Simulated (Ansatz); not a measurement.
## Compressing P: a fit and a missing row

P, Imma, a = 3.402 Å, b = 5.047 Å, c = 3.732 Å. This isn't the element's structure at ambient conditions. Ansatz: r2SCAN, PAW, 500 eV, Γ-centred 16×16×16 mesh on 2 atoms, Gaussian smearing 0.10 eV; no spin polarisation. Shape and atoms are relaxed at each volume; pressure is positive in compression.

| V (Å³/atom) | P (GPa) |
| --- | --- |
| 15.057 | ? |
| 15.537 | 1.77 |
| 16.018 | 0.00 |
| 16.498 | -1.26 |
| 16.979 | -2.23 |

Q: Take V0 = 16.018 Å³/atom, fit the third-order Birch–Murnaghan form to the other rows, and predict the missing pressure.

A: With the Eulerian strain f = ½[(V0/V)^(2/3) − 1] and y = P/[3f(1 + 2f)^(5/2)], the form is the line y = B0 + 1.5 B0 (B0′ − 4) f. Rows (f, y): 0.01027, 54.6; -0.00975, 45.3; -0.01905, 43.0. Means f = -0.006177, y = 47.633; Σ(Δf)² = 0.0004490, ΣΔfΔy = 0.1826; the slope is their ratio. y = 50.14 + 406.6 f GPa, so B0 = 50.1 GPa and B0′ = 4 + 2 × (406.6)/(3 × 50.14) = 9.41. At V = 15.057, f = 0.02105, y = 58.70 and P = 4.11 GPa. The run gave 3.79 GPa, so the fit is 0.32 GPa too high, 5.3 % of the span of the series, against an rms of 0.02 GPa on the fitted rows. The row lies outside the fitted range. The records show no cause, and too few rows are left to test a further term. A B0′ outside 2 to 8 is unusual except in layered or molecular crystals, and here it hangs on few rows.

Cost: 5 runs of about 4.8 core-minutes in all, on Intel Xeon 6975P-C (Granite Rapids) (shared hosts).